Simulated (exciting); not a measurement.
# Al (Fm-3m) in exciting: further runs

One crystal, Al, is run at these levels: BLYP+D2, PW91, revPBE+D2; tasks: optical spectrum, band structure, effective masses.

All numbers are computed with exciting (release sodium); they aren't measurements. Logs are shortened: lines on timing, memory, paths and dates and some standing lists are left out, and cuts for length are marked.

## 1. Starting point

The structure is cubic, space group Fm-3m (No. 225). The conventional cell has a = 4.050 Å, b = 4.050 Å, c = 4.050 Å, α = 90.00°, β = 90.00°, γ = 90.00°. Around Al (site symmetry m-3m) lie 12 Al at 2.86 Å.

## 2. Optical spectrum, BLYP+D2

run_exciting.py reads:

```python
import subprocess
import xml.etree.ElementTree as ET
from ase.io import read
from ase.units import Bohr

atoms = read("POSCAR")
rmt = {'Al': 2.0}  # bohr
tasks = """
<groundstate do="fromscratch" ngridk="11 11 11" rgkmax="6.5" gmaxvr="14" lmaxapw="10" lmaxmat="10" lmaxvr="8" stype="Fermi Dirac" swidth="0.003" nempty="22" ValenceRelativity="iora*" epsengy="1e-05" epspot="1e-05" maxscl="60" outputlevel="low" vkloff="0.5 0.5 0.5" mixer="msec">
  <libxc exchange="XC_GGA_X_B88" correlation="XC_GGA_C_LYP"/>
</groundstate>
<properties>
  <DFTD2/>
  <momentummatrix/>
  <dielmat intraband="false" scissor="0.036749" wmax="1" wgrid="200" swidth="0.007" tevout="true">
    <epscomp>1 1</epscomp>
    <epscomp>2 2</epscomp>
    <epscomp>3 3</epscomp>
  </dielmat>
</properties>
"""

root = ET.Element("input")
ET.SubElement(root, "title").text = "Al"
structure = ET.SubElement(root, "structure", speciespath="./", tshift="false")
crystal = ET.SubElement(structure, "crystal", scale="1.0")
for vector in atoms.cell / Bohr:
    ET.SubElement(crystal, "basevect").text = " ".join(f"{x:.12f}" for x in vector)
symbols = atoms.get_chemical_symbols()
for element in dict.fromkeys(symbols):
    species = ET.SubElement(structure, "species", speciesfile=element + ".xml", rmt=str(rmt[element]))
    for symbol, position in zip(symbols, atoms.get_scaled_positions(wrap=False)):
        if symbol == element:
            ET.SubElement(species, "atom", coord=" ".join(f"{x:.12f}" for x in position))
root.extend(ET.fromstring("<tasks>" + tasks + "</tasks>"))
ET.indent(root)
ET.ElementTree(root).write("input.xml")
subprocess.run(["exciting_smp"], check=True)
```

POSCAR reads:

```
Al
1.0
    0.0000000000      2.0248050000      2.0248050000
    2.0248050000      0.0000000000      2.0248050000
    2.0248050000      2.0248050000      0.0000000000
Al
1
Direct
    0.0000000000      0.0000000000      0.0000000000
```

Potentials or basis: all-electron LAPW+lo, shipped species files, valence relativity iora*.

Command:

```sh
OMP_NUM_THREADS=1 python run_exciting.py
```

What it wrote:

```text
================================================================================
EXCITING SODIUM started
All units are atomic (Hartree, Bohr, etc.)
================================================================================

********************************************************************************
* Ground-state run starting from atomic densities                              *
********************************************************************************

++++++++++++++++++++++++++++++++++++++++++++++++++++++++++++++++++++++++++++++++
+ Starting initialization                                                      +
++++++++++++++++++++++++++++++++++++++++++++++++++++++++++++++++++++++++++++++++

 Lattice vectors (cartesian) :
      0.0000000000      3.8263269082      3.8263269082
      3.8263269082      0.0000000000      3.8263269082
      3.8263269082      3.8263269082      0.0000000000

 Reciprocal lattice vectors (cartesian) :
     -0.8210465883      0.8210465883      0.8210465883
      0.8210465883     -0.8210465883      0.8210465883
      0.8210465883      0.8210465883     -0.8210465883

 Unit cell volume                           :     112.0408026423
 Brillouin zone volume                      :       2.2139274942

 Species :    1 (Al)
     parameters loaded from                 :    Al.xml
     name                                   :    aluminium

     atomic positions (lattice) :
       1 :   0.00000000  0.00000000  0.00000000

 Total number of atoms per unit cell        :       1

 Spin treatment                             :    spin-unpolarised

 Number of Bravais lattice symmetries       :      48
 Number of crystal symmetries               :      48

 k-point grid                               :      11   11   11
 k-point offset :       0.500000  0.500000  0.500000
 Total number of k-points                   :     146
 k-point set is reduced with crystal symmetries

 R^MT_min * |G+k|_max (rgkmax)              :       6.50000000

 G-vector grid sizes                        :      25    25    25
 Total number of G-vectors                  :    5065

 Total nuclear charge                       :     -13.00000000
 Total electronic charge                    :      13.00000000

 Number of empty states                     :      22
 Total number of valence states             :      27

 Exchange-correlation type                  :     100
     libxc; exchange: Becke 88; correlation: Lee, Yang & Parr (see libxc for references)

 Smearing scheme                            :    Fermi-Dirac
 Smearing width                             :       0.00300000

++++++++++++++++++++++++++++++++++++++++++++++++++++++++++++++++++++++++++++++++
+ Ending initialization                                                        +
++++++++++++++++++++++++++++++++++++++++++++++++++++++++++++++++++++++++++++++++

********************************************************************************
* Groundstate module started                                                   *
********************************************************************************
 Output level for this task is set to low

++++++++++++++++++++++++++++++++++++++++++++++++++++++++++++++++++++++++++++++++
+ Self-consistent loop started                                                 +
++++++++++++++++++++++++++++++++++++++++++++++++++++++++++++++++++++++++++++++++
 Density and potential initialised from atomic data

++++++++++++++++++++++++++++++++++++++++++++++++++++++++++++++++++++++++++++++++
+ SCF iteration number :    1                                                  +
++++++++++++++++++++++++++++++++++++++++++++++++++++++++++++++++++++++++++++++++
 Total energy                               :      -242.81045587
 _______________________________________________________________
 Fermi energy                               :         0.28654948
 DOS at Fermi energy (states/Ha/cell)       :         8.05249236
 Electron charge: Core leakage              :         0.00137432

++++++++++++++++++++++++++++++++++++++++++++++++++++++++++++++++++++++++++++++++
+ SCF iteration number :    2                                                  +
++++++++++++++++++++++++++++++++++++++++++++++++++++++++++++++++++++++++++++++++
 Total energy                               :      -242.83120978
 _______________________________________________________________
 Fermi energy                               :         0.28535392
 DOS at Fermi energy (states/Ha/cell)       :         8.00822908
 Electron charge: Core leakage              :         0.00136986

 RMS change in effective potential (target) :  0.164242      ( 0.100000E-04)
 Absolute change in total energy   (target) :  0.207539E-01  ( 0.100000E-04)
 Charge distance                   (target) :  0.497032E-03  ( 0.100000E-04)

++++++++++++++++++++++++++++++++++++++++++++++++++++++++++++++++++++++++++++++++
+ SCF iteration number :    3                                                  +
++++++++++++++++++++++++++++++++++++++++++++++++++++++++++++++++++++++++++++++++
 Total energy                               :      -242.84059069
 _______________________________________________________________
 Fermi energy                               :         0.28434134
 DOS at Fermi energy (states/Ha/cell)       :         7.97366927
 Electron charge: Core leakage              :         0.00136595

 RMS change in effective potential (target) :  0.122384      ( 0.100000E-04)
 Absolute change in total energy   (target) :  0.938091E-02  ( 0.100000E-04)
 Charge distance                   (target) :  0.606824E-03  ( 0.100000E-04)

++++++++++++++++++++++++++++++++++++++++++++++++++++++++++++++++++++++++++++++++
+ SCF iteration number :    4                                                  +
++++++++++++++++++++++++++++++++++++++++++++++++++++++++++++++++++++++++++++++++
 Total energy                               :      -243.00326490
 _______________________________________________________________
 Fermi energy                               :         0.28141995
 DOS at Fermi energy (states/Ha/cell)       :         7.88863941
 Electron charge: Core leakage              :         0.00134821

 RMS change in effective potential (target) :  0.417479E-02  ( 0.100000E-04)
 Absolute change in total energy   (target) :  0.162674      ( 0.100000E-04)
 Charge distance                   (target) :  0.122934E-02  ( 0.100000E-04)
[... 75 lines left out ...]
 RMS change in effective potential (target) :  0.247153E-07  ( 0.100000E-04)
 Absolute change in total energy   (target) :  0.114800E-04  ( 0.100000E-04)
 Charge distance                   (target) :  0.915232E-07  ( 0.100000E-04)

++++++++++++++++++++++++++++++++++++++++++++++++++++++++++++++++++++++++++++++++
+ SCF iteration number :   11                                                  +
++++++++++++++++++++++++++++++++++++++++++++++++++++++++++++++++++++++++++++++++
 Total energy                               :      -242.93051211
 _______________________________________________________________
 Fermi energy                               :         0.28147920
 DOS at Fermi energy (states/Ha/cell)       :         7.88963838
 Electron charge: Core leakage              :         0.00135267

 RMS change in effective potential (target) :  0.109729E-07  ( 0.100000E-04)
 Absolute change in total energy   (target) :  0.538517E-06  ( 0.100000E-04)
 Charge distance                   (target) :  0.491660E-08  ( 0.100000E-04)

++++++++++++++++++++++++++++++++++++++++++++++++++++++++++++++++++++++++++++++++
+ SCF iteration number :   12                                                  +
++++++++++++++++++++++++++++++++++++++++++++++++++++++++++++++++++++++++++++++++
 Total energy                               :      -242.93051209
 _______________________________________________________________
 Fermi energy                               :         0.28147920
 DOS at Fermi energy (states/Ha/cell)       :         7.88963837
 Electron charge: Core leakage              :         0.00135267

 RMS change in effective potential (target) :  0.130762E-07  ( 0.100000E-04)
 Absolute change in total energy   (target) :  0.222651E-07  ( 0.100000E-04)
 Charge distance                   (target) :  0.203178E-09  ( 0.100000E-04)

++++++++++++++++++++++++++++++++++++++++++++++++++++++++++++++++++++++++++++++++
| Convergency criteria checked for the last 2 iterations                       +
| Convergence targets achieved. Performing final SCF iteration                 +
++++++++++++++++++++++++++++++++++++++++++++++++++++++++++++++++++++++++++++++++
 Total energy                               :      -242.93051208
 _______________________________________________________________
 Fermi energy                               :         0.28147920
 DOS at Fermi energy (states/Ha/cell)       :         7.88963837
 Electron charge: Core leakage              :         0.00135267

++++++++++++++++++++++++++++++++++++++++++++++++++++++++++++++++++++++++++++++++
+ Self-consistent loop stopped                                                 +
++++++++++++++++++++++++++++++++++++++++++++++++++++++++++++++++++++++++++++++++
 STATE.OUT is written

********************************************************************************
* Groundstate module stopped                                                   *
********************************************************************************

--------------------------------------------------------------------------------
- CAUTION! Warnings have been written in file WARNING.OUT !                    -
--------------------------------------------------------------------------------
================================================================================
| EXCITING SODIUM stopped                                                      =
================================================================================
```

Run time: 25 s. Hardware: 1 thread of Arm Neoverse V1, shared host; peak memory 0.28 GiB.

Results:

- Free energy: -6610.4829 eV
- Dispersion energy per atom: -0.253 eV

Dielectric function (mean over the directions given):
```csv
energy (eV),real part,imaginary part
0.27,8.92,0.12
0.82,9.68,0.49
1.50,11.81,4.37
2.18,11.64,3.74
2.86,23.91,20.06
3.54,-16.10,9.11
4.22,-5.70,1.66
4.90,-2.40,0.77
5.58,0.06,1.81
6.26,-2.46,0.92
6.94,-1.11,0.25
7.62,-0.51,0.18
8.30,-0.04,0.21
8.98,-0.31,0.42
9.66,0.01,0.11
10.34,0.21,0.06
11.02,0.35,0.07
11.70,0.46,0.15
12.38,0.43,0.06
13.06,0.52,0.03
13.74,0.59,0.03
14.42,0.66,0.04
15.10,0.63,0.06
15.78,0.69,0.02
16.46,0.72,0.03
17.14,0.75,0.02
17.82,0.77,0.04
18.50,0.78,0.02
19.18,0.80,0.03
19.86,0.82,0.01
```

Caveat: the log's total energy holds no entropy term; the free energy is that total less TS from the occupations; the dispersion energy is computed afterwards and isn't part of the total energy; the intraband (Drude) term of the metal is left out; the scissor shift is a trial value, not fitted to this crystal; spectra need much finer meshes, so this one isn't converged; independent-particle spectra lack excitons.

(Part 1 of 2 ends here.)
